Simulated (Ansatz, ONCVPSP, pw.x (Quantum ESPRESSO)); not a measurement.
# From atom to crystal: ONCV potential for Ga

```json
{
 "Element": "Ga",
 "Generator": "ONCVPSP 4.0.1.1 (patched build)",
 "Type": "optimised norm-conserving Vanderbilt (ONCV)",
 "Functional": "LDA (Perdew-Wang 92)",
 "Relativity": "scalar-relativistic",
 "Frozen core": "[Ar] 3d10",
 "Valence charge": "3",
 "Reference configuration": "4s1.5 4p1.5",
 "Partial waves": "4s: rc 1.95 bohr, ncon 4, nbas 8, qcut 2.6 1/bohr, 2 projectors, debl 2 Ha; 4p: rc 2.40 bohr, ncon 5, nbas 9, qcut 3 1/bohr, 2 projectors, debl 3.7 Ha",
 "Local potential": "polynomial inside 1.40 bohr (lpopt 5, dvloc0 0 Ha)",
 "Core correction": "Teter function, fcfact 3, rcfact 2.02"
}
```

Crystal test: fcc Ga in pw.x 7.5, no spin, 14³ k-points, Fermi–Dirac smearing 0.01 Ry, cutoffs 105/420 Ry. The reference is all-electron LAPW (Ansatz 0.2.0) with the same functional, mesh and smearing; V0 and B0 come from Birch–Murnaghan fits to the pressures at five volumes. Errors are pseudo minus all-electron; Δ is the rms difference of the E(V) curves that follow from these fits, minima aligned, over ±6 % about the mean V0. Mesh and smearing are coarse, so the numbers serve the comparison and aren't converged zero-temperature values; the lattice is a test structure that the element need not adopt.

| V (Å³/atom) | P all-electron (GPa) | P pseudo (GPa) |
| --- | --- | --- |
| 16.293 | 3.76 | 12.96 |
| 16.721 | 1.73 | 10.99 |
| 17.150 | -0.02 | 9.21 |
| 17.579 | -1.53 | 7.60 |
| 18.008 | -2.83 | 6.14 |

All-electron: a0 = 4.093 Å (V0 = 17.15 Å³/atom), B0 = 65.0 GPa.

Pseudopotential: mean pressure error (GPa): +9.16. The pressure does not cross zero within the volumes sampled, so no fit is given. This is a poor potential for the solid.

**Question.** At the middle volume, how do free energy and pressure move when the wave cutoff is lowered (ecutrho kept at four times it)?

**Answer.**

| cutoff (Ry) | shift of F (meV/atom) | shift of P (GPa) |
| --- | --- | --- |
| 47 | +63.9 | -0.88 |
| 63 | +53.0 | -0.43 |
| 84 | +11.3 | -0.84 |

The run at the middle volume (104 k-points, 5 iterations) took about 18 s on one core of a shared host (Neoverse-V1, 32 threads, 247 GiB, load 30).
